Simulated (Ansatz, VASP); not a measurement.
# One calculation of BeTe, two programs

```
CELL_PARAMETERS angstrom
0.00000 2.84807 2.62022
2.84807 0.00000 2.62022
2.84807 2.84807 0.00000
ATOMIC_POSITIONS crystal
Be 0.00000 0.00000 0.00000
Te 0.75000 0.75000 0.75000
```

Alike in both runs: task single point; functional LDA; k mesh 10 × 10 × 10; occupations gaussian, width 0.05 eV; no spin polarisation.

```csv
,VASP,Ansatz
version,VASP 6.6.1,Ansatz 0.2.0
potentials or method,"VASP PAW LDA potentials, release 64 (Be, Te)","scalar-relativistic, plane waves, PAW"
plane-wave cutoff (eV),520,420
valence electrons in the cell,8,18
```

```tsv
	VASP	Ansatz	Ansatz less VASP
gap on the k mesh at the Fermi level (eV)	1.13	1.15	+0.022
least direct gap on the mesh (eV)	3.21	3.24	+0.037
pressure (GPa)	0.7	0.4	-0.28
largest component of the traceless stress (GPa)	2.96	2.97	+0.013
```

The two sets of potentials don't hold the same shells in valence.

Caveats: spin-orbit coupling is left out, which moves the levels of the heavy elements. A hybrid or GW would open this gap; LDA tends to underestimate it. A k mesh can miss the band edges.
